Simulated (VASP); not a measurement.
# CdTe (F-43m) in VASP: further runs, part 3 of 3

VASP 6.6.1. Earlier steps stand in the parts before.

### 4 Single point, PBE0

Contents of POSCAR:

```
CdTe
1.0
    0.0000000000      3.2050000000      3.2050000000
    3.2050000000      0.0000000000      3.2050000000
    3.2050000000      3.2050000000      0.0000000000
Te Cd
1 1
Direct
    0.7500000000      0.7500000000      0.7500000000
    0.0000000000      0.0000000000      0.0000000000
```

Contents of INCAR.step1:

```
SYSTEM = CdTe
ALGO     = Normal         ! electronic algorithm
EDIFF    = 1E-5           ! SCF threshold, eV
ENCUT    = 400            ! plane-wave cutoff, eV
GGA      = PE             ! functional
ISIF     = 2              ! what is computed and relaxed
ISMEAR   = 0              ! smearing method
LASPH    = .True.         ! aspherical terms in the spheres
LCHARG   = .False.        ! write CHGCAR
LREAL    = .False.        ! projectors in reciprocal space
LWAVE    = .True.         ! write WAVECAR
NBANDS   = 17             ! bands
NELM     = 100            ! most SCF steps
NKRED    = 1            
PREC     = Accurate       ! precision mode
SIGMA    = 0.01           ! smearing width, eV
```

Contents of INCAR.step2:

```
SYSTEM = CdTe
AEXX     = 0.25           ! exact-exchange fraction
ALGO     = Normal         ! electronic algorithm
EDIFF    = 1E-6           ! SCF threshold, eV
ENCUT    = 400            ! plane-wave cutoff, eV
GGA      = PE             ! functional
ISIF     = 2              ! what is computed and relaxed
ISMEAR   = 0              ! smearing method
ISTART   = 1            
LASPH    = .True.         ! aspherical terms in the spheres
LCHARG   = .False.        ! write CHGCAR
LHFCALC  = .True.         ! exact exchange
LREAL    = .False.        ! projectors in reciprocal space
LWAVE    = .False.        ! write WAVECAR
NBANDS   = 17             ! bands
NELM     = 100            ! most SCF steps
NKRED    = 1            
PREC     = Accurate       ! precision mode
PRECFOCK = Fast         
SIGMA    = 0.01           ! smearing width, eV
```

Contents of KPOINTS:

```
k-points
0
Gamma
  6 6 6
  0 0 0
```

Potentials or basis: VASP PAW PBE potentials, release 64 (Te, Cd).

Run with:

```bash
$ cat potpaw_PBE.64/Te/POTCAR potpaw_PBE.64/Cd/POTCAR > POTCAR
$ cp INCAR.step1 INCAR
$ mpirun -np 1 vasp_std > vasp.out
$ cp INCAR.step2 INCAR
$ mpirun -np 1 vasp_std > vasp.out
```

OUTCAR:

```text
SYSTEM = CdTe
   AEXX = 0.25
   EDIFF = 1E-6
   ENCUT = 400
   GGA = PE
   ISIF = 2
   ISMEAR = 0
   ISTART = 1
   LASPH = .True.
   LHFCALC = .True.
   LREAL = .False.
   NELM = 100
   NKRED = 1
   PREC = Accurate
   PRECFOCK = Fast

 Found     16 irreducible k-points:

 Following reciprocal coordinates:
            Coordinates               Weight
  0.000000  0.000000  0.000000      1.000000
  0.166667  0.000000  0.000000      8.000000
  0.333333  0.000000  0.000000      8.000000
  0.500000  0.000000  0.000000      4.000000
  0.166667  0.166667  0.000000      6.000000
  0.333333  0.166667  0.000000     24.000000
   k-points           NKPTS =     16   k-points in BZ     NKDIM =    216   number of bands    NBANDS=     17
   number of dos      NEDOS =    301   number of ions     NIONS =      2
   total plane-waves  NPLWV =  27000
   dimension x,y,z NGX =    30 NGY =   30 NGZ =   30
   dimension x,y,z NGXF=    60 NGYF=   60 NGZF=   60
   ions per type =               1   1
   NGX,Y,Z   is equivalent  to a cutoff of  11.00, 11.00, 11.00 a.u.
   NGXF,Y,Z  is equivalent  to a cutoff of  22.01, 22.01, 22.01 a.u.
 SYSTEM =  CdTe
   PREC   = accura    normal or accurate (medium, high low for compatibility)
   ISTART =      1    job   : 0-new  1-cont  2-samecut
   ICHARG =      0    charge: 1-file 2-atom 10-const
   ISPIN  =      1    spin polarized calculation?
[... 66 lines left out ...]
 cond. band min:       4.0825035921   @ k =   0.0000   0.0000   0.0000
 fundamental gap:      2.2740924142
 Fermi energy:         1.8642505938

 k-point     1 :       0.0000    0.0000    0.0000
  band No.  band energies     occupation
      1     -10.6365      2.00000
      2      -7.9665      2.00000
      3      -7.9665      2.00000
      4      -7.9665      2.00000
      5      -7.6750      2.00000
      6      -7.6750      2.00000
[... 97 lines left out ...]
      4      -7.7246      2.00000
      5      -7.6614      2.00000
      6      -7.5490      2.00000
[... 9 lines left out ...]
     16      13.3736      0.00000
     17      15.5347      0.00000

 [... further k-points ...]

------------------------ aborting loop because EDIFF is reached ----------------------------------------

  FORCE on cell =-STRESS in cart. coord.  units (eV):
  Direction    XX          YY          ZZ          XY          YZ          ZX
  --------------------------------------------------------------------------------------
  -------------------------------------------------------------------------------------
  Total        1.1495269      1.1495269      1.1495269      0.0000000     -0.0000000     -0.0000000
  in kB       27.9714917     27.9714917     27.9714917      0.0000000     -0.0000000     -0.0000000
  external PRESSURE =      27.9714917 kB  Pullay stress =       0.0000000 kB

 VOLUME and BASIS-vectors are now :
 -----------------------------------------------------------------------------
  energy-cutoff  :      400.00
  volume of cell :       65.84
      direct lattice vectors                 reciprocal lattice vectors
     0.000000000  3.205000000  3.205000000    -0.156006240  0.156006240  0.156006240
     3.205000000  0.000000000  3.205000000     0.156006240 -0.156006240  0.156006240
     3.205000000  3.205000000  0.000000000     0.156006240  0.156006240 -0.156006240

 POSITION                                       TOTAL-FORCE (eV/Angst)
 -----------------------------------------------------------------------------------
      4.80750      4.80750      4.80750         0.000000      0.000000      0.000000
      0.00000      0.00000      0.00000        -0.000000     -0.000000     -0.000000
 -----------------------------------------------------------------------------------
    total drift:                               -0.000001     -0.000001     -0.000002

  FREE ENERGIE OF THE ION-ELECTRON SYSTEM (eV)
  ---------------------------------------------------
  free  energy   TOTEN  =        -6.5339067465 eV

  energy  without entropy=       -6.5339067465  energy(sigma->0) =       -6.53390675
```

OUTCAR.step1:

```text
SYSTEM = CdTe
   EDIFF = 1E-5
   ENCUT = 400
   GGA = PE
   ISIF = 2
   ISMEAR = 0
[... 234 lines left out ...]
      4.80750      4.80750      4.80750         0.000000      0.000000     -0.000000
      0.00000      0.00000      0.00000        -0.000000     -0.000000      0.000000
 -----------------------------------------------------------------------------------
    total drift:                                0.000001      0.000001      0.000001

  FREE ENERGIE OF THE ION-ELECTRON SYSTEM (eV)
  ---------------------------------------------------
  free  energy   TOTEN  =        -4.7189360156 eV

  energy  without entropy=       -4.7189360156  energy(sigma->0) =       -4.71893602
```

OSZICAR.step1:

```text
N       E                     dE             d eps       ncg     rms          rms(c)
DAV:   1     0.887702610774E+02    0.88770E+02   -0.72949E+03   552   0.748E+02
DAV:   2    -0.188872719093E+01   -0.90659E+02   -0.87184E+02   622   0.210E+02
DAV:   3    -0.492023181142E+01   -0.30315E+01   -0.30244E+01   654   0.404E+01
DAV:   4    -0.494920558896E+01   -0.28974E-01   -0.28972E-01   799   0.336E+00
DAV:   5    -0.494930220470E+01   -0.96616E-04   -0.96615E-04   701   0.158E-01    0.605E+00
DAV:   6    -0.473444235590E+01    0.21486E+00   -0.34328E-01   621   0.705E+00    0.486E+00
DAV:   7    -0.471772648325E+01    0.16716E-01   -0.10822E-01   617   0.207E+00    0.179E+00
DAV:   8    -0.471856349385E+01   -0.83701E-03   -0.11851E-02   579   0.118E+00    0.475E-01
DAV:   9    -0.471884969811E+01   -0.28620E-03   -0.99624E-04   601   0.333E-01    0.116E-01
DAV:  10    -0.471890276713E+01   -0.53069E-04   -0.11508E-04   698   0.102E-01    0.572E-02
DAV:  11    -0.471893681951E+01   -0.34052E-04   -0.66091E-05   578   0.560E-02    0.305E-02
DAV:  12    -0.471893601556E+01    0.80395E-06   -0.23595E-06   394   0.147E-02
   1 F= -.47189360E+01 E0= -.47189360E+01  d E =-.317519E-32
```

It took 15 min on 1 thread of Intel Xeon Platinum 8488C (Sapphire Rapids), shared host; peak memory 0.18 GiB.

These settings aren't checked as converged: the numbers below hold their error.

What came out:

* Free energy: -6.5339 eV
* Pressure: 2.8 GPa
* Band gap on the k mesh: 2.27 eV, direct

Caveat: the PAW data sets were made with another functional, which shifts forces and pressure a little; spin-orbit coupling is left out, which moves the levels of the heavy elements.

### 5 Single point, PBE0

POSCAR is that of step 4.

INCAR.step1: that of step 4 with these lines changed.

```diff
@@ -3,3 +3,3 @@
 EDIFF    = 1E-5           ! SCF threshold, eV
-ENCUT    = 400            ! plane-wave cutoff, eV
+ENCUT    = 280            ! plane-wave cutoff, eV
 GGA      = PE             ! functional
```

INCAR.step2: that of step 4 with these lines changed.

```diff
@@ -4,3 +4,3 @@
 EDIFF    = 1E-6           ! SCF threshold, eV
-ENCUT    = 400            ! plane-wave cutoff, eV
+ENCUT    = 280            ! plane-wave cutoff, eV
 GGA      = PE             ! functional
```

Contents of KPOINTS:

```
k-points
0
Gamma
  2 2 2
  0 0 0
```

Run with:

```bash
$ cat potpaw_PBE.64/Te/POTCAR potpaw_PBE.64/Cd/POTCAR > POTCAR
$ cp INCAR.step1 INCAR
$ mpirun -np 1 vasp_std > vasp.out
$ cp INCAR.step2 INCAR
$ mpirun -np 1 vasp_std > vasp.out
```

It used 7.9 s of CPU time on 1 thread of Intel(R) Xeon(R) Platinum 8488C (Sapphire Rapids), on a shared host, which was overloaded at the time.

These settings aren't checked as converged: the numbers below hold their error.

What came out:

```
Free energy            : -5.5354 eV
Band gap on the k mesh : 2.66 eV, direct
```

Caveat: the k mesh is coarse (spacing up to 0.85 Å⁻¹), so the values aren't converged, least of all with exact exchange; the cutoff is under 1.25 times the usual one of these potentials, so pressure, stress and relaxed cells hold a basis-set (Pulay) error; the PAW data sets were made with another functional, which shifts forces and pressure a little; spin-orbit coupling is left out, which moves the levels of the heavy elements.

### 6 Single point, PBE0

POSCAR is that of step 5.

INCAR.step1: that of step 5 with these lines changed.

```diff
@@ -3,3 +3,3 @@
 EDIFF    = 1E-5           ! SCF threshold, eV
-ENCUT    = 280            ! plane-wave cutoff, eV
+ENCUT    = 340            ! plane-wave cutoff, eV
 GGA      = PE             ! functional
```

INCAR.step2: that of step 5 with these lines changed.

```diff
@@ -4,3 +4,3 @@
 EDIFF    = 1E-6           ! SCF threshold, eV
-ENCUT    = 280            ! plane-wave cutoff, eV
+ENCUT    = 340            ! plane-wave cutoff, eV
 GGA      = PE             ! functional
```

KPOINTS is that of step 5.

Potentials or basis: VASP PAW PBE potentials, release 64 (Te, Cd).

Run with:

```bash
$ cat potpaw_PBE.64/Te/POTCAR potpaw_PBE.64/Cd/POTCAR > POTCAR
$ cp INCAR.step1 INCAR
$ mpirun -np 1 vasp_std > vasp.out
$ cp INCAR.step2 INCAR
$ mpirun -np 1 vasp_std > vasp.out
```

OUTCAR:

```text
SYSTEM = CdTe
   AEXX = 0.25
   EDIFF = 1E-6
   ENCUT = 340
   GGA = PE
   ISIF = 2
   ISMEAR = 0
   ISTART = 1
   LASPH = .True.
   LHFCALC = .True.
   LREAL = .False.
   NELM = 100
   NKRED = 1
   PREC = Accurate
   PRECFOCK = Fast

 Found      3 irreducible k-points:

 Following reciprocal coordinates:
            Coordinates               Weight
  0.000000  0.000000  0.000000      1.000000
  0.500000  0.000000  0.000000      4.000000
  0.500000  0.500000  0.000000      3.000000
[... 144 lines left out ...]

  FORCE on cell =-STRESS in cart. coord.  units (eV):
  Direction    XX          YY          ZZ          XY          YZ          ZX
  --------------------------------------------------------------------------------------
  -------------------------------------------------------------------------------------
  Total        2.6574358      2.6574358      2.6574358      0.0000000      0.0000000      0.0000000
  in kB       64.6635079     64.6635079     64.6635079      0.0000000      0.0000000      0.0000000
  external PRESSURE =      64.6635079 kB  Pullay stress =       0.0000000 kB

 VOLUME and BASIS-vectors are now :
 -----------------------------------------------------------------------------
  energy-cutoff  :      340.00
  volume of cell :       65.84
      direct lattice vectors                 reciprocal lattice vectors
     0.000000000  3.205000000  3.205000000    -0.156006240  0.156006240  0.156006240
     3.205000000  0.000000000  3.205000000     0.156006240 -0.156006240  0.156006240
     3.205000000  3.205000000  0.000000000     0.156006240  0.156006240 -0.156006240

 POSITION                                       TOTAL-FORCE (eV/Angst)
 -----------------------------------------------------------------------------------
      4.80750      4.80750      4.80750         0.000000      0.000000      0.000000
      0.00000      0.00000      0.00000        -0.000000     -0.000000     -0.000000
 -----------------------------------------------------------------------------------
    total drift:                               -0.000206     -0.000137     -0.000219

  FREE ENERGIE OF THE ION-ELECTRON SYSTEM (eV)
  ---------------------------------------------------
  free  energy   TOTEN  =        -5.5483812942 eV

  energy  without entropy=       -5.5483812942  energy(sigma->0) =       -5.54838129
```

It used 9 s of CPU time on 1 thread of Intel(R) Xeon(R) Platinum 8488C (Sapphire Rapids), on a shared host, which was overloaded at the time.

The run converged, but some of its settings lie outside the range that counts as converged, so its numbers aren't taken as properties of the crystal.

What came out:

```yaml
Free_energy: -5.5484 eV
Pressure: 6.5 GPa
Band_gap_on_the_k_mesh: 2.66 eV, direct
```

Caveat: the k mesh is coarse (spacing up to 0.85 Å⁻¹), so the values aren't converged, least of all with exact exchange; the cutoff is under 1.25 times the usual one of these potentials, so pressure, stress and relaxed cells hold a basis-set (Pulay) error; the PAW data sets were made with another functional, which shifts forces and pressure a little; spin-orbit coupling is left out, which moves the levels of the heavy elements.
